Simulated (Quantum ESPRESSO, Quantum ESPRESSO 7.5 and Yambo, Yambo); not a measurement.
## How the form of the self-energy moves the gap of BAs (F-43m)

Aim: compare treatments of exchange, screening and correlation for the gap of BAs (F-43m).

Program: Quantum ESPRESSO 7.5 and Yambo 5.3.0. Level of theory: PBE and many-body steps on it, plane waves. Results are calculated unless marked as measured.

**Experimental background.**

- Gap 1.82 eV: indirect gap from Tauc plot of optical absorption; UV-visible absorption, indirect Tauc plot; 300 K; bulk crystal (three thin as-grown single crystals with the same absorption edge) (“Photoluminescence mapping and time-domain thermo-photoluminescence for rapid imaging and measurement of thermal conductivity of boron arsenide”, 2019, arxiv:1910.07149).

- Gap 4.12 eV: direct gap from square of absorption coefficient, average of two samples; spectroscopic ellipsometry; 300 K; bulk crystal (CVT-grown opaque bulk crystals) (“Optical properties of cubic boron arsenide”, 2019, arxiv:1911.04914).

- Gap 2.02 eV: indirect gap from square root of absorption coefficient, average of three samples; transmission and reflection spectroscopy; 300 K; bulk crystal (CVT-grown platelets about 10 um thick) (“Optical properties of cubic boron arsenide”, 2019, arxiv:1911.04914).

## (1) Set-up

The structure is cubic, space group F-43m (No. 216). Conventional cell: a = 4.777 Å, b = 4.777 Å, c = 4.777 Å, α = 90.00°, β = 90.00°, γ = 90.00°. Nearest to B lie 4 As at 2.07 Å. As has 4 B at 2.07 Å nearest. Farther neighbours are not listed.

The cell and positions come from the Crystallography Open Database and are kept as given unless a step says otherwise.

## (2) Empty states on the mesh, 6×6×6 mesh, 334 bands

This step: Quantum ESPRESSO 7.5; DFT, PBE, plane waves, norm-conserving pseudopotentials.

The sums over transitions need many empty states on a uniform mesh; this step solves for them.

File pw.in:

```
&control
  calculation = 'nscf'
  prefix = 'x'
  outdir = 'o'
  pseudo_dir = 'pseudo'
/
&system
  ibrav = 0
  nat = 2
  ntyp = 2
  ecutwfc = 100.0
  nbnd = 334
  force_symmorphic = .true.
/
&electrons
  conv_thr = 1e-9
  electron_maxstep = 80
  diago_full_acc = .true.
  diago_thr_init = 5e-6
/
ATOMIC_SPECIES
  B 10.81 B.upf
  As 74.922 As.upf
CELL_PARAMETERS angstrom
  -0.0000000000 2.3885000000 2.3885000000
  2.3885000000 -0.0000000000 2.3885000000
  2.3885000000 2.3885000000 -0.0000000000
ATOMIC_POSITIONS crystal
  B 0.0000000000 0.0000000000 0.0000000000
  As 0.2500000000 0.2500000000 0.2500000000
K_POINTS automatic
  6 6 6 0 0 0
```

Command:

```sh
> OMP_NUM_THREADS=1 mpirun -n 4 pw.x -nk 4 -in pw.in > pw.out
```

The program printed:

```text
Program PWSCF v.7.5 starts

     This program is part of the open-source Quantum ESPRESSO suite
     for quantum simulation of materials; please cite
         "P. Giannozzi et al., J. Phys.:Condens. Matter 21 395502 (2009);
         "P. Giannozzi et al., J. Phys.:Condens. Matter 29 465901 (2017);
         "P. Giannozzi et al., J. Chem. Phys. 152 154105 (2020);
     in publications or presentations arising from this work. More details at

     Atomic positions and unit cell read from directory:
     o/x.save/

     Message from routine setup:
[...]
97.4226  97.4226  99.8043 103.0378 103.0378 104.4709 104.7723 105.8447
     [... 30 further rows ...]
   291.9113 292.6105 294.1717 294.1717 295.1395 295.9425 296.2824 296.2933
   296.2933 297.0712 297.0712 297.2597 298.0242 298.3844

          k =-0.3536-0.3536 0.3536 (  3100 PWs)   bands (ev):

     [... further k-points ...]

     highest occupied, lowest unoccupied level (ev):    12.1652   13.4570

     XML data file, pseudopotentials, collected wavefunctions

=------------------------------------------------------------------------------=
   JOB DONE.
=------------------------------------------------------------------------------=
```

Run time: 63 s. Hardware: 4 MPI ranks of Arm Neoverse V1, shared host; peak memory 0.59 GiB; 4.2 min of CPU time.

This step gave:

```
gap                                                           : 1.292 eV
k of the valence top                                          : 0, 0, 0
k of the conduction bottom                                    : 0, 0.3333, 0.3333
least direct gap                                              : 3.289 eV
k points computed                                             : 16
lowest point of the top converged band, above the valence top : 277.6127 eV
```

On this mesh the gap is 1.292 eV.

The density comes from a self-consistent run that is not shown.

## (3) Conversion and set-up

This step: Yambo 5.3.0; conversion and set-up on PBE, plane waves, norm-conserving pseudopotentials.

The states are converted to the many-body program's format and the q mesh is built.

Command:

```sh
> (cd o/x.save; p2y > p2y.log; mv SAVE ../..); yambo > setup.log
```

The program printed:

```text
 Yambo, version 5.3.0

 [02] CORE Variables Setup
 =========================

  [02.01] Unit cells
  ==================

  Cell kind             :  FCC
  Atoms in the cell     :  B  As
  number of B  atoms    :  1
  number of As atoms    :  1

  List of atomic masses
  Mass of B     :  10.81000
  Mass of As    :  74.92200

  List of atomic coordinates    : [cc]
  B1       :  0.000000  0.000000  0.000000  order 1
  As1       :  2.256805  2.256805  2.256805  order 2

  Alat factors          :  4.513611  4.513611  4.513611 [a.u.]
  Direct lattice volume :  183.9087 [a.u.]
[...]
Q [ 1]         [rlu]:  0.000000  0.000000  0.000000
 Q [ 2]         [rlu]: -0.44040E-17 -0.44040E-17  0.16667
 Q [ 3]         [rlu]: -0.88081E-17 -0.88081E-17  0.33333
[...]
Q [ 8]         [rlu]: -0.63303E-17  0.16667     -0.33333
 Q [ 9]         [rlu]:  0.28747E-16  0.16667     -0.16667
 Q [10]         [rlu]: -0.18005E-16  0.33333      0.33333
     [... 4 further rows ...]
 Q [15]         [rlu]:  0.166667  0.333333 -0.333333
 Q [16]         [rlu]:  0.166667 -0.500000 -0.333333

  [03.01] X indexes
  =================

   [03.01.01] Sigma indexes
   ========================

 [06] Game Over & Game summary
```

It took 2.8 s on 1 MPI rank; peak memory 0.24 GiB.

## (4) G0W0, Godby-Needs plasmon pole

Now the one-shot GW correction: screening in the RPA, then the self-energy of the levels asked for.

This step: G0W0 on PBE, plane waves, norm-conserving pseudopotentials.

File gw2.in:

```
HF_and_locXC
gw0
dyson
ppa
em1d
rim_cut
RandQpts= 1000000
RandGvec= 1 RL
EXXRLvcs= 100 Ry
VXCRLvcs= 400 Ry
Chimod= "HARTREE"
% BndsRnXp
 1 | 144 |
%
NGsBlkXp= 17 Ry
% LongDrXp
 1 | 1 | 1 |
%
% GbndRnge
 1 | 144 |
%
DysSolver= "n"
ExtendOut
PPAPntXp= 27.21138 eV
% QPkrange
 1 | 1 | 12 | 15 |
 10 | 10 | 12 | 15 |
%
```

Command:

```sh
> OMP_NUM_THREADS=1 mpirun -n 4 yambo -F gw2.in -J gw2 -C gw2 > gw2.log
```

The program printed:

```text
 Yambo, version 5.3.0

 [02] CORE Variables Setup
 =========================

  [... cell, symmetries and grids as in the set-up ...]

  [02.05] Energies & Occupations
  ==============================

  [X] === General ===
  [X] Electronic Temperature                        :  0.000000  0.000000 [eV K]
  [X] Bosonic    Temperature                        :  0.000000  0.000000 [eV K]
  [X] Finite Temperature mode                       : no
  [X] El. density                                   :  0.95404E+24 [cm-3]
  [X] Fermi Level                                   :  12.16515 [eV]

  [X] === Gaps and Widths ===
  [X] Conduction Band Min                           :  1.291868 [eV]
  [X] Valence Band Max                              :  0.000000 [eV]
  [X] Filled Bands                                  :  13
  [X] Empty Bands                                   :    14   334
  [X] Direct Gap                                    :  3.288876 [eV]
  [X] Direct Gap localized at k                     :  1
  [X] Indirect Gap                                  :  1.291868 [eV]
  [X] Indirect Gap between kpts                     :   1  10
  [X] Last valence band width                       :  4.948297 [eV]
  [X] 1st conduction band width                     :  3.059858 [eV]

 [03] Transferred momenta grid and indexing
 ==========================================

 IBZ Q-points                                      :  16
 BZ  Q-points                                      :  216

 K/Q-points units:
 rlu = crystal or reduced units; cc = cartesian coordinates; iku = interal k-units

 Q [ 1]         [rlu]:  0.000000  0.000000  0.000000
 Q [ 2]         [rlu]: -0.44040E-17 -0.44040E-17  0.16667
 Q [ 3]         [rlu]: -0.88081E-17 -0.88081E-17  0.33333
 Q [ 4]         [rlu]: -0.63303E-17 -0.63303E-17 -0.50000
 Q [ 5]         [rlu]: -0.90023E-17  0.16667      0.16667
 Q [ 6]         [rlu]: -0.14373E-16  0.16667      0.33333
 Q [ 7]         [rlu]:  0.33135E-17  0.16667      0.50000
 Q [ 8]         [rlu]: -0.63303E-17  0.16667     -0.33333
 Q [ 9]         [rlu]:  0.28747E-16  0.16667     -0.16667
 Q [10]         [rlu]: -0.18005E-16  0.33333      0.33333
     [... 4 further rows ...]
 Q [15]         [rlu]:  0.166667  0.333333 -0.333333
 Q [16]         [rlu]:  0.166667 -0.500000 -0.333333

 [04] Coloumb potential Random Integration (RIM)
 ===============================================

  [04.01] RIM initialization
  ==========================

  * Diagonal components only detected *

  8 x (sBL volume)        :  0.049954 [a.u.]
  sBZ random points       :  1000000
  Points outside the sBZ  :   7968281
  RL volume               :  1.348768 [a.u.]
  Integrated volume       :  1.354137 [a.u.]

  [04.02] RIM integrals
  =====================

  Gamma point sphere radius             :  0.066805 [a.u.]
  Points outside the sphere             :   800476
  [Int_sBZ(q=0) 1/q^2]*(Vol_sBZ)^(-1/3) =:  7.776341
                                 should be <:  7.795600

  Summary of Coulomb integrals for non-metallic bands |Q|[au] RIM/Bare

  Q [1] 0.100000E-4 0.997530 * Q [2] 0.200926 1.068930
  Q [5] 0.232009 1.068679 * Q [9] 0.328110 1.029814
  Q [6] 0.384743 1.023420 * Q [3] 0.401851 1.020719
  Q [10] 0.464018 1.017590 * Q [8] 0.505652 1.014476
  Q [14] 0.518788 1.014367 * Q [7] 0.568303 1.012582
  Q [11] 0.602777 1.011829 * Q [4] 0.602777 1.011206
  Q [12] 0.656220 1.010226 * Q [15] 0.686291 1.009617
  Q [13] 0.696026 1.009452 * Q [16] 0.733676 1.008801

 [WARNING] [Xp] User bands 1-144 break level degeneracy

 [05] Dipoles
 ============

  [05.01] Setup: observables and procedures
  =========================================

 [06] Dynamic Dielectric Matrix (PPA)
 ====================================

 [WR./gw2//ndb.pp]---------------------------------------------------------------
  Brillouin Zone Q/K grids (IBZ/BZ)                :   16  216   16  216
  RL vectors                                       :   3943 [WF]
  Coulomb cutoff potential                         : none
  Electronic Temperature                           :  0.000000 [K]
  Bosonic    Temperature                           :  0.000000 [K]
  PPA    diel. fun.  energies                      : Perdew, Burke & Ernzerhof(X)+Perdew, Burke & Ernzerhof(C)
  wavefunctions                                    : Perdew, Burke & Ernzerhof(X)+Perdew, Burke & Ernzerhof(C)
  Global Gauge                                     : length
  X matrix size                                    :  259
  X band range                                     :    1  144
  X e/h energy range                               : -1.000000 -1.000000 [eV]
  X Time ordering                                  : R
  X Hxc Kernel                                     : HARTREE
  X Drude frequency                                :  0.000000  0.000000
  X poles                                          :  100.0000 [o/o]
  RL vectors in the sum                            :   3943
  [r,Vnl] included                                 : yes
  Field direction                                  :  0.577350E-5  0.577350E-5  0.577350E-5
  BZ energy Double Grid                            : no
  BZ energy DbGd points                            : 0
  BZ Q point size factor                           : -1.000000
  X Optical Averaged directions                    : none

 [07] Local Exchange-Correlation + Non-Local Fock
 ================================================

 [VXC] Plane waves :  24933
 [EXS] Plane waves :  3143

 QP @ state[ 1 ] K range:  1  1
 QP @ state[ 1 ] b range:  12  15
 QP @ state[ 2 ] K range:  10  10
 QP @ state[ 2 ] b range:  12  15

 [xc] Functional : Perdew, Burke & Ernzerhof(X)+Perdew, Burke & Ernzerhof(C)
 [xc] LIBXC used to calculate xc functional
  PP Number of Atomic Species                      :  2
  NLCC RL compoments                               :  24933
  PP Number of Atomic Species                      :  2
  NLCC RL compoments                               :  24933

 [xc] E_xc :  -25.05613 [Ha]
      E_xc :  -50.11226 [Ry]

  Local XC kind (lXC) : Perdew, Burke & Ernzerhof(X)+Perdew, Burke & Ernzerhof(C)
  Non-Local XC kind (nlXC) : Hartree-Fock

  Corrections @ K [1] :  [eV]
 <12|nlXC|12> = -15.46589 -0.82059E-18 <12|lXC|12> = -14.18945  0.94413E-16
 <13|nlXC|13> = -15.46587  0.25400E-17 <13|lXC|13> = -14.18945 -0.99866E-21
 <14|nlXC|14> = -8.450954  0.21738E-17 <14|lXC|14> = -13.05539 -0.18882E-15
 <15|nlXC|15> = -8.450873  0.87097E-20 <15|lXC|15> = -13.05539 -0.47196E-16

  Corrections @ K [10] :  [eV]
 <12|nlXC|12> = -15.98613 -0.15399E-16 <12|lXC|12> = -13.19900 -0.70804E-16
 <13|nlXC|13> = -15.98649 -0.54500E-17 <13|lXC|13> = -13.19900 -0.70817E-16
 <14|nlXC|14> = -7.636092  0.19204E-17 <14|lXC|14> = -11.66108 -0.94411E-16
 <15|nlXC|15> = -6.492022  0.26613E-18 <15|lXC|15> = -11.16957 -0.18882E-15

 [08] Dyson equation: Newton solver
 ==================================

  [08.01] G0W0 (W PPA)
  ====================

  [  GW  ] Bands range     :    1  144
  [GW/PPA] G damping       :  0.100000 [eV]

  QP @ state[ 1 ] K range:  1  1
  QP @ state[ 1 ] b range:  12  15
  QP @ state[ 2 ] K range:  10  10
  QP @ state[ 2 ] b range:  12  15

   Sc/G bands                                       :    1  144
   Sc/G damping                                     :  0.100000 ev
   Sc bands terminator                              : no
   Sx RL components                                 :  3143

   QP @ state[ 1 ] K range                          :  1  1
   QP @ state[ 1 ] b range                          :  12  15
   QP @ state[ 2 ] K range                          :  10  10
   QP @ state[ 2 ] b range                          :  12  15
   GF energies kind                                 : Perdew, Burke & Ernzerhof(X)+Perdew, Burke & Ernzerhof(C)
   GF WF`s kind                                     : Perdew, Burke & Ernzerhof(X)+Perdew, Burke & Ernzerhof(C)
   Xs energies kind                                 : Perdew, Burke & Ernzerhof(X)+Perdew, Burke & Ernzerhof(C)
   Xs WF`s kind                                     : Perdew, Burke & Ernzerhof(X)+Perdew, Burke & Ernzerhof(C)

 [11] Game Over & Game summary
```

The job ended after 11 min (4 MPI ranks; peak memory 2.1 GiB).

Numbers from this step:

- G0W0 gap on the points computed: 1.911 eV
- starting gap on the mesh: 1.292 eV
- k of the valence top: 0, 0, 0
- k of the conduction bottom: 0, 0.3333, 0.3333
- least direct G0W0 gap on the computed points: 4.142 eV
- Z at the valence top: 0.8043
- Z at the conduction bottom: 0.8134

The gap on the mesh goes from 1.29 eV to 1.91 eV, a correction of +0.62 eV.

(Continued in part 2 of 2.)

[Paths, hosts, dates, memory and timing lines, banners, echoed tables and standing remarks are left out of the program output.]

[Logs are printed without paths, hosts, clocks, repeated set-up lines and the standing remarks that a program may print on its own settings, such as how far it seeks lower states.]

[Runs of the session that timed out or met a known fault of the program may be left out.]

[Hosts, paths, dates, database ids (printed as entryN), source tags and the programs' standing remarks are cut or masked in the printed files.]
